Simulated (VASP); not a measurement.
# SGaH3 in VASP: further runs

Aim: see how the results for SGaH3 move with the level of theory and the settings. Levels: PBE, PBE+TS. Tasks: single point, relaxation of the atoms, atomic charges, electron localisation function.

All numbers are computed with VASP 6.6.1; they aren't measurements. Logs are shortened: lines on timing, memory, paths and dates and some standing lists are left out, and cuts for length are marked.

**1. Starting point**

The cell holds a molecule in a box, 5 atoms: a = 12.000 Å, b = 12.000 Å, c = 12.000 Å, α = 90.00°, β = 90.00°, γ = 90.00°.

**2. Single point, PBE (atoms moved at random, drawn with an rms of 0.05 Å)**

File INCAR:

```
  ALGO = Normal
  EDIFF = 1E-7
  ENCUT = 520
  GGA = PE
  ISIF = 2
  ISMEAR = 0
  LASPH = True
  LCHARG = False
  LREAL = False
  LWAVE = False
  NBANDS = 19
  NELM = 60
  PREC = Accurate
  SIGMA = 0.01
```

File KPOINTS:

```
k-points
0
Gamma
  1 1 1
```

File POSCAR:

```
GaH3S
1.0
   12.0000000000      0.0000000000      0.0000000000
    0.0000000000     12.0000000000      0.0000000000
    0.0000000000      0.0000000000     12.0000000000
S Ga H
1 1 3
Direct
    0.5255940000      0.3743760000      0.5579840000
    0.4962570000      0.5327900000      0.4734450000
    0.6255570000      0.4128990000      0.5908620000
    0.3734150000      0.5441240000      0.4088950000
    0.5829310000      0.6225000000      0.4720490000
```

Potentials or basis: VASP PAW PBE potentials, release 64 (S, Ga_d, H).

Run with:

```console
> cat potpaw_PBE.64/S/POTCAR potpaw_PBE.64/Ga_d/POTCAR potpaw_PBE.64/H/POTCAR > POTCAR
> mpirun -np 1 vasp_gam > vasp.out
```

OUTCAR:

```text
EDIFF = 1E-7
   ENCUT = 520
   GGA = PE
   ISIF = 2
   ISMEAR = 0
   LASPH = True
   LREAL = False
   NELM = 60
   PREC = Accurate

 ion  position               nearest neighbor table
   1  0.526  0.374  0.558-   3 1.34   2 2.18
   2  0.496  0.533  0.473-   5 1.50   4 1.67   1 2.18
   3  0.626  0.413  0.591-   1 1.34
   4  0.373  0.544  0.409-   2 1.67
   5  0.583  0.623  0.472-   2 1.50

  LATTYP: Found a simple cubic cell.
 ALAT       =    12.0000000000

  Lattice vectors:

 A1 = (  12.0000000000,   0.0000000000,   0.0000000000)
 A2 = (   0.0000000000,  12.0000000000,   0.0000000000)
 A3 = (   0.0000000000,   0.0000000000,  12.0000000000)

Analysis of symmetry for initial positions (statically):
=====================================================================
 Subroutine PRICEL returns:
 Original cell was already a primitive cell.

 Routine SETGRP: Setting up the symmetry group for a
 simple cubic supercell.

 Subroutine GETGRP returns: Found  1 space group operations
 (whereof  1 operations were pure point group operations)
 out of a pool of 48 trial point group operations.

The static configuration has the point symmetry C_1 .

Analysis of symmetry for dynamics (positions and initial velocities):
=====================================================================
 Subroutine PRICEL returns:
 Original cell was already a primitive cell.

 Routine SETGRP: Setting up the symmetry group for a
 simple cubic supercell.

 Subroutine GETGRP returns: Found  1 space group operations
 (whereof  1 operations were pure point group operations)
 out of a pool of 48 trial point group operations.

The dynamic configuration has the point symmetry C_1 .

 Subroutine INISYM returns: Found  1 space group operations
 (whereof  1 operations are pure point group operations),
 and found     1 'primitive' translations

----------------------------------------------------------------------------------------

                                     Primitive cell

  volume of cell :    1728.0000

  direct lattice vectors                    reciprocal lattice vectors
    12.000000000  0.000000000  0.000000000     0.083333333  0.000000000  0.000000000
     0.000000000 12.000000000  0.000000000     0.000000000  0.083333333  0.000000000
     0.000000000  0.000000000 12.000000000     0.000000000  0.000000000  0.083333333

  length of vectors
    12.000000000 12.000000000 12.000000000     0.083333333  0.083333333  0.083333333

  position of ions in fractional coordinates (direct lattice)
     0.525594000  0.374376000  0.557984000
     0.496257000  0.532790000  0.473445000
     0.625557000  0.412899000  0.590862000
     0.373415000  0.544124000  0.408895000
     0.582931000  0.622500000  0.472049000

  ion indices of the primitive-cell ions
   primitive index   ion index
                 1           1
                 2           2
                 3           3
                 4           4
                 5           5

----------------------------------------------------------------------------------------

 KPOINTS: k-points

Automatic generation of k-mesh.
 Grid dimensions read from file:
 generate k-points for:    1    1    1

 Generating k-lattice:

  Cartesian coordinates                     Fractional coordinates (reciprocal lattice)
     0.083333333  0.000000000  0.000000000     1.000000000  0.000000000  0.000000000
     0.000000000  0.083333333  0.000000000     0.000000000  1.000000000  0.000000000
     0.000000000  0.000000000  0.083333333     0.000000000  0.000000000  1.000000000

  Length of vectors
     0.083333333  0.083333333  0.083333333

  Shift w.r.t. Gamma in fractional coordinates (k-lattice)
     0.000000000  0.000000000  0.000000000

 Subroutine IBZKPT returns following result:
 ===========================================

 Found      1 irreducible k-points:

 Following reciprocal coordinates:
            Coordinates               Weight
  0.000000  0.000000  0.000000      1.000000
   k-points           NKPTS =      1   k-points in BZ     NKDIM =      1   number of bands    NBANDS=     19
   number of dos      NEDOS =    301   number of ions     NIONS =      5
   total plane-waves  NPLWV = 729000
   dimension x,y,z NGX =    90 NGY =   90 NGZ =   90
   dimension x,y,z NGXF=   180 NGYF=  180 NGZF=  180
   ions per type =               1   1   3
   NGX,Y,Z   is equivalent  to a cutoff of  12.47, 12.47, 12.47 a.u.
   NGXF,Y,Z  is equivalent  to a cutoff of  24.94, 24.94, 24.94 a.u.
 SYSTEM =  unknown system
   PREC   = accura    normal or accurate (medium, high low for compatibility)
   ISTART =      0    job   : 0-new  1-cont  2-samecut
   ICHARG =      2    charge: 1-file 2-atom 10-const
   ISPIN  =      1    spin polarized calculation?
   LNONCOLLINEAR =      F non collinear calculations
   LSORBIT =      F    spin-orbit coupling
   LASPH  =      T    aspherical Exc in radial PAW
   ENCUT  =  520.0 eV  38.22 Ry    6.18 a.u.  22.31 22.31 22.31*2*pi/ulx,y,z
   NELM   =     60;   NELMIN=  2; NELMDL= -5     # of ELM steps
   EDIFF  = 0.1E-06   stopping-criterion for ELM
   LREAL  =      F    real-space projection
   EDIFFG = 0.1E-05   stopping-criterion for IOM
   NSW    =      0    number of steps for IOM
   IBRION =     -1    ionic relax: 0-MD 1-quasi-New 2-CG
   NFREE  =      0    steps in history (QN), initial steepest desc. (CG)
   ISIF   =      2    stress and relaxation
   ISYM   =      2    0-nonsym 1-usesym 2-fastsym
   POTIM  = 0.5000    time-step for ionic-motion
   TEBEG  =    0.0;   TEEND  =   0.0 temperature during run
   PSTRESS=    0.0 pullay stress
   NELECT =      22.0000    total number of electrons
   NUPDOWN=      -1.0000    fix difference up-down
   EMIN   =  10.00;   EMAX   =-10.00  energy-range for DOS
   EFERMI =   0.00;   METHOD = LEGACY
   ISMEAR =     0;   SIGMA  =   0.01  broadening in eV -4-tet -1-fermi 0-gaus
   EFERMI_NEDOS =   21; number of points for ismear=-14 and -15
   IALGO  =     38    algorithm
   IMIX   =      4    mixing-type and parameters
     AMIX     =   0.40;   BMIX     =  1.00
     AMIX_MAG =   1.60;   BMIX_MAG =  1.00
  volume/ion in A,a.u.               =     345.60      2332.22
  Fermi-wavevector in a.u.,A,eV,Ry     =   0.382268  0.722382  1.988202  0.146129
  Thomas-Fermi vector in A             =   1.318371
   LORBIT       =      0    0 simple, 1 ext, 2 COOP (PROOUT), +10 PAW based schemes
   GGA     = PE    functional components
   LHFCALC =     F    Hartree Fock is set to
   AEXX    =    0.0000 exact exchange contribution
   IVDW    =     0    specifies the selected vdW correction
   LEPSILON=     F    determine dielectric tensor
   LRPA    =     F    only Hartree local field effects (RPA)
 non-spin polarized calculation
 Gauss-broadening in eV      SIGMA  =   0.01
  energy-cutoff  :      520.00
  volume of cell :     1728.00
 maximum number of plane-waves:     23293
 NGX is ok and might be reduce to    90
   NGX = 45   NGY = 45   NGZ = 45

 number of electron      22.0000001 magnetization

 Free energy of the ion-electron system (eV)
  ---------------------------------------------------
  ext. energy  EPLUGINS =         0.00000000
  ---------------------------------------------------
  free energy    TOTEN  =       -16.91644946 eV

  energy without entropy =      -16.91644946  energy(sigma->0) =      -16.91644946

 E-fermi :  -6.3454     XC(G=0):  -0.7733

 val. band max:       -6.4449527103   @ k =   0.0000   0.0000   0.0000
 cond. band min:      -2.0501222722   @ k =   0.0000   0.0000   0.0000
 fundamental gap:      4.3948304381
 Fermi energy:        -6.3453629845

 k-point     1 :       0.0000    0.0000    0.0000
  band No.  band energies     occupation
      1     -19.5160      2.00000
      2     -19.2630      2.00000
      3     -19.2568      2.00000
      4     -19.1979      2.00000
      5     -19.1365      2.00000
      6     -17.6322      2.00000
[... 11 lines left out ...]
     18       0.8401      0.00000
     19       0.9380      0.00000

------------------------ aborting loop because EDIFF is reached ----------------------------------------

  FORCE on cell =-STRESS in cart. coord.  units (eV):
  Direction    XX          YY          ZZ          XY          YZ          ZX
  --------------------------------------------------------------------------------------
  -------------------------------------------------------------------------------------
  Total       -0.6460921      0.8579644     -0.2490434      0.5655584     -0.1555210     -0.5663441
  in kB       -0.5990475      0.7954925     -0.2309096      0.5243778     -0.1441969     -0.5251063
  external PRESSURE =      -0.0114882 kB  Pullay stress =       0.0000000 kB

 VOLUME and BASIS-vectors are now :
 -----------------------------------------------------------------------------
  energy-cutoff  :      520.00
  volume of cell :     1728.00
      direct lattice vectors                 reciprocal lattice vectors
    12.000000000  0.000000000  0.000000000     0.083333333  0.000000000  0.000000000
     0.000000000 12.000000000  0.000000000     0.000000000  0.083333333  0.000000000
     0.000000000  0.000000000 12.000000000     0.000000000  0.000000000  0.083333333

 POSITION                                       TOTAL-FORCE (eV/Angst)
 -----------------------------------------------------------------------------------
      6.30713      4.49251      6.69581         0.009057     -0.045923      0.054854
      5.95508      6.39348      5.68134        -1.928160     -0.244926     -0.869215
      7.50668      4.95479      7.09034         0.188819     -0.147676      0.144997
      4.48098      6.52949      4.90674         1.073299     -0.140556      0.599806
      6.99517      7.47000      5.66459         0.656985      0.579081      0.069559
 -----------------------------------------------------------------------------------
    total drift:                                0.000089      0.000574     -0.000298

  FREE ENERGIE OF THE ION-ELECTRON SYSTEM (eV)
  ---------------------------------------------------
  free  energy   TOTEN  =       -16.9164494633 eV

  energy  without entropy=      -16.9164494633  energy(sigma->0) =      -16.91644946
```

Wall time 2.5 min (1 thread of Intel Xeon Platinum 8259CL at 2.50GHz (Skylake/Cascade Lake), shared host); peak memory 1.2 GiB.

What came out:

* Free energy: -16.9164 eV
* Largest force: 2.129 eV/Å
* Gap between the frontier levels: 4.39 eV

Forces in eV/Å, atoms in the order of the input:
```
S    0.009 -0.046  0.055
Ga  -1.928 -0.245 -0.869
H    0.189 -0.148  0.145
H    1.073 -0.141  0.600
H    0.657  0.579  0.070
```

**3. Relaxation of the atoms, PBE (atoms moved at random, drawn with an rms of 0.02 Å)**

File INCAR:

```
SYSTEM = GaH3S
ALGO = Fast
EDIFF = 1E-7
EDIFFG = -0.01
ENCUT = 520
GGA = PE
IBRION = 2
ISIF = 2
ISMEAR = 0
LASPH = .TRUE.
LCHARG = .FALSE.
LREAL = .FALSE.
LWAVE = .FALSE.
NELM = 60
NSW = 40
PREC = Accurate
SIGMA = 0.01
```

File KPOINTS:

```
k-points
0
G
  1 1 1
  0 0 0
```

File POSCAR:

```
GaH3S
1.0
   12.0000000000      0.0000000000      0.0000000000
    0.0000000000     12.0000000000      0.0000000000
    0.0000000000      0.0000000000     12.0000000000
S Ga H
1 1 3
Direct
    0.5230300000      0.3776150000      0.5596150000
    0.4888770000      0.5366000000      0.4686450000
    0.6238040000      0.4065590000      0.5948280000
    0.3771120000      0.5421920000      0.4095390000
    0.5845470000      0.6249870000      0.4718370000
```

Potentials or basis: VASP PAW PBE potentials, release 64 (S, Ga_d, H).

Run with:

```console
> cat potpaw_PBE.64/S/POTCAR potpaw_PBE.64/Ga_d/POTCAR potpaw_PBE.64/H/POTCAR > POTCAR
> mpirun -np 1 vasp_gam > vasp.out
```

It took 15 min on 1 thread of Intel Xeon Platinum 8259CL at 2.50GHz (Skylake/Cascade Lake), shared host; peak memory 1.4 GiB.

Results (log left out):

- Free energy: -17.0455 eV
- Energy gained by relaxing: 4.5 meV/atom
- Ionic steps: 11
- Largest force after relaxing: 0.007 eV/Å
- Gap between the frontier levels: 4.25 eV

Forces in eV/Å, atoms in the order of the input:
```
S   -0.004 -0.003 -0.004
Ga   0.003  0.003  0.005
H    0.000  0.002  0.001
H   -0.004 -0.005  0.000
H    0.005  0.004 -0.003
```

Step by step:
```csv
step,energy change (eV),largest force (eV/Å),pressure (GPa)
1,0.0000,0.8127,0.01
2,0.0025,0.9003,-0.04
3,-0.0203,0.1890,-0.02
4,-0.0214,0.1091,0.00
5,-0.0217,0.0611,-0.01
6,-0.0219,0.0409,-0.01
7,-0.0220,0.0609,-0.01
8,-0.0222,0.0223,0.00
9,-0.0223,0.0267,0.00
10,-0.0223,0.0116,0.00
11,-0.0224,0.0071,0.00
```

Final structure:
```xyz
5
Lattice="12.0000 0.0000 0.0000 0.0000 12.0000 0.0000 0.0000 0.0000 12.0000" Properties=species:S:1:pos:R:3 pbc="T T T"
S     6.2589    4.5358    6.7075
Ga    5.8936    6.4246    5.6287
H     7.4895    4.8871    7.1368
H     4.5179    6.5051    4.9176
H     7.0085    7.5029    5.6629
```

Levels at points of the mesh, in eV from the valence-band top:
```csv
k point,band 7,band 8,band 9,band 10,band 11,band 12,band 13,band 14,band 15
"(0.00, 0.00, 0.00)",-4.96,-3.27,-1.14,-0.79,0.00,4.25,5.64,5.74,6.40
```

**4. Atomic charges, PBE+TS**

File INCAR:

```
PREC = Accurate ; ENCUT = 520
EDIFF = 1E-6 ; ISMEAR = 0
SIGMA = 0.01 ; LREAL = F
LASPH = T ; NELM = 100
ALGO = Fast ; ISIF = 2
LWAVE = F ; LCHARG = F
GGA = PE ; IVDW = 2
LORBIT = 10
```

File KPOINTS:

```
regular mesh
0
Gamma
  1 1 1
```

File POSCAR:

```
GaH3S
1.0
   12.0000000000      0.0000000000      0.0000000000
    0.0000000000     12.0000000000      0.0000000000
    0.0000000000      0.0000000000     12.0000000000
S Ga H
1 1 3
Direct
    0.5229750000      0.3777625000      0.5592250000
    0.4922833300      0.5349708300      0.4702416700
    0.6250416700      0.4065041700      0.5949666700
    0.3771250000      0.5432458300      0.4107000000
    0.5853500000      0.6257375000      0.4723750000
```

Potentials or basis: VASP PAW PBE potentials, release 64 (S, Ga_d, H).

Run with:

```console
> cat potpaw_PBE.64/S/POTCAR potpaw_PBE.64/Ga_d/POTCAR potpaw_PBE.64/H/POTCAR > POTCAR
> mpirun -np 1 vasp_gam > vasp.out
```

OUTCAR:

```text
PREC = Accurate
   ENCUT = 520
   EDIFF = 1E-6
   ISMEAR = 0
   LREAL = F
   LASPH = T
   NELM = 100
   ISIF = 2
   GGA = PE
   IVDW = 2
   LORBIT = 10
  IVDW =   2

 ion  position               nearest neighbor table
   1  0.523  0.378  0.559-   3 1.34   2 2.20
   2  0.492  0.535  0.470-   4 1.56   5 1.56   1 2.20
   3  0.625  0.407  0.595-   1 1.34
   4  0.377  0.543  0.411-   2 1.56
[... 216 lines left out ...]
  Total      -0.02175     0.02455    -0.02067    -0.00681    -0.03995     0.01546
  in kB      -0.02017     0.02276    -0.01917    -0.00631    -0.03704     0.01434
  external pressure =       -0.01 kB  Pullay stress =        0.00 kB

 VOLUME and BASIS-vectors are now :
 -----------------------------------------------------------------------------
  energy-cutoff  :      520.00
  volume of cell :     1728.00
      direct lattice vectors                 reciprocal lattice vectors
    12.000000000  0.000000000  0.000000000     0.083333333  0.000000000  0.000000000
     0.000000000 12.000000000  0.000000000     0.000000000  0.083333333  0.000000000
     0.000000000  0.000000000 12.000000000     0.000000000  0.000000000  0.083333333

 POSITION                                       TOTAL-FORCE (eV/Angst)
 -----------------------------------------------------------------------------------
      6.27570      4.53315      6.71070        -0.163113     -0.129464     -0.017038
      5.90740      6.41965      5.64290        -0.017943      0.176649     -0.092069
      7.50050      4.87805      7.13960         0.164888      0.054876      0.053416
      4.52550      6.51895      4.92840         0.078778     -0.026825      0.050845
      7.02420      7.50885      5.66850        -0.062610     -0.075235      0.004845
 -----------------------------------------------------------------------------------
    total drift:                                0.000396     -0.000746      0.000738

  FREE ENERGIE OF THE ION-ELECTRON SYSTEM (eV)
  ---------------------------------------------------
  free  energy   TOTEN  =       -17.0603497259 eV

  energy  without entropy=      -17.0603497259  energy(sigma->0) =      -17.06034973

 total charge

# of ion       s       p       d       tot
------------------------------------------
    1        1.339   2.418   0.000   3.757
    2        0.917   0.841   9.998  11.756
    3        0.562   0.038   0.000   0.601
    4        0.534   0.010   0.000   0.544
    5        0.533   0.010   0.000   0.543
--------------------------------------------------
tot          3.887   3.316   9.998  17.201
```

OSZICAR:

```text
N       E                     dE             d eps       ncg     rms          rms(c)
DAV:   1     0.115632580187E+03    0.11563E+03   -0.69315E+03    38   0.873E+02
DAV:   2     0.713351906452E+01   -0.10850E+03   -0.10804E+03    44   0.182E+02
DAV:   3    -0.164512737198E+02   -0.23585E+02   -0.23570E+02    30   0.797E+01
[... 16 lines left out ...]
RMM:  20    -0.170434672412E+02   -0.19995E-04   -0.20540E-06    29   0.122E-02    0.124E-03
RMM:  21    -0.170434799653E+02   -0.12724E-04   -0.16047E-06    29   0.739E-03    0.430E-04
RMM:  22    -0.170434814252E+02   -0.14599E-05   -0.30725E-07    26   0.553E-03    0.459E-04
RMM:  23    -0.170434834519E+02   -0.20268E-05   -0.15226E-07    26   0.426E-03    0.302E-04
RMM:  24    -0.170434842300E+02   -0.77805E-06   -0.97256E-08    24   0.329E-03
   1 F= -.17060350E+02 E0= -.17060350E+02  d E =-.290742E-11
```

Run time: 2.5 min. Hardware: 1 thread of Intel Xeon Platinum 8259CL at 2.50GHz (Skylake/Cascade Lake), shared host; peak memory 1.3 GiB.

What came out:

```yaml
Free_energy: -17.0603 eV
Largest_force: 0.209 eV/Å
Gap_between_the_frontier_levels: 4.29 eV
Valence_electrons_inside_the_program's_atomic_spheres: S 3.76; Ga 11.76; H 0.60, 0.54
Hirshfeld_charges: S -0.16; Ga +0.34; H +0.04, -0.11 e
Dispersion_energy_per_atom: -0.003 eV
```

Forces on the atoms (eV/Å):
```
S   -0.163 -0.129 -0.017
Ga  -0.018  0.177 -0.092
H    0.165  0.055  0.053
H    0.079 -0.027  0.051
H   -0.063 -0.075  0.005
```

**5. Electron localisation function, PBE**

File INCAR:

```
ALGO = Normal
EDIFF = 1E-6
ENCUT = 520
GGA = PE
ISIF = 2
ISMEAR = 0
LASPH = T
LCHARG = T
LELF = T
LREAL = F
LWAVE = F
NELM = 80
PREC = Accurate
SIGMA = 0.01
```

File KPOINTS:

```
k-points
0
Gamma
  1 1 1
```

POSCAR is that of step 4.

Run with:

```console
> cat potpaw_PBE.64/S/POTCAR potpaw_PBE.64/Ga_d/POTCAR potpaw_PBE.64/H/POTCAR > POTCAR
> mpirun -np 1 vasp_gam > vasp.out
```

Wall time 2.4 min (1 thread of Intel Xeon Platinum 8259CL at 2.50GHz (Skylake/Cascade Lake), shared host); peak memory 1.2 GiB.

Results (log left out):

```
Free energy                     : -17.0435 eV
Largest force                   : 0.205 eV/Å
Gap between the frontier levels : 4.29 eV
```

Forces on the atoms (eV/Å):
```
S   -0.166 -0.118 -0.024
Ga  -0.015  0.173 -0.089
H    0.163  0.055  0.052
H    0.085 -0.031  0.056
H   -0.067 -0.080  0.005
```

Levels at points of the mesh, in eV from the valence-band top:
| k point | band 7 | band 8 | band 9 | band 10 | band 11 | band 12 | band 13 | band 14 | band 15 |
| --- | --- | --- | --- | --- | --- | --- | --- | --- | --- |
| (0.00, 0.00, 0.00) | -4.92 | -3.26 | -1.09 | -0.77 | 0.00 | 4.29 | 5.67 | 5.75 | 6.44 |

**6. For comparison**

An earlier run on the cell as given: functional PBE; potentials or basis VASP PAW PBE potentials, release 64 (S, Ga_d, H); cutoff 520 eV; k mesh 1 × 1 × 1; occupations gaussian, width 0.01 eV; no spin polarisation.

* Largest force: 0.205 eV/Å
* Gap between the frontier levels: 4.29 eV

**7. The runs side by side**

| task | level | cell | gap on the mesh (eV) | largest force (eV/Å) |
| --- | --- | --- | --- | --- |
| single point | PBE | atoms moved at random, drawn with an rms of 0.05 Å | 4.39 | 2.13 |
| relaxation of the atoms | PBE | atoms relaxed from: atoms moved at random, drawn with an rms of 0.02 Å | 4.25 | 0.01 |
| atomic charges | PBE+TS | as given | 4.29 | 0.21 |
| electron localisation function | PBE | as given | 4.29 | 0.21 |
| single point | PBE | as given | 4.29 | 0.21 |

Alike in all rows: potentials or basis VASP PAW PBE potentials, release 64 (S, Ga_d, H); no spin polarisation; k mesh 1 × 1 × 1; cutoff (eV) 520; smearing gaussian 0.01 eV.

On the cell as given the gap runs from 4.29 eV (PBE+TS) to 4.29 eV (PBE).

Absolute energies hang on the potentials; compare differences alone.
